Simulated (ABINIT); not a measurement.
The system is ZrS2.

```
Zr S
1.0
     3.69138    0.00000    0.00000
    -1.84569    3.19683    0.00000
     0.00000    0.00000    6.04108
Zr S
1 2
Direct
  0.00000 0.00000 0.00000
  0.33333 0.66667 0.23791
  0.66667 0.33333 0.76209
```

The cell is a database's computed one.

Base run:

* Program: ABINIT 10.8.3 (patched build)
* Functional: PBE
* Potentials or basis: SPMS NC PBE v1.0
* Cutoff: 490 eV
* k mesh: 6 × 6 × 4
* Occupations: fixed
* Spin: no spin polarisation

Its results: band gap on the k mesh 1.06 eV, indirect (least direct gap 1.62 eV); pressure 0.6 GPa; largest force 0.078 eV/Å.

The run is repeated on the same cell with these changes: functional from PBE to HSE06. What comes out?

Band gap on the k mesh 1.88 eV, indirect (least direct gap 2.52 eV); pressure -0.4 GPa; largest force 0.094 eV/Å.

HSE06 gives the wider gap, since exact exchange removes part of the self-interaction.

Caveats: this functional lacks dispersion, which binds the layers, so the pressure and a relaxed spacing across them are unreliable; Libxc's HSE differs a little from that of other programs (some runs); the potentials were made for another functional, which shifts forces and pressure (some runs).

A k mesh can miss the band edges.
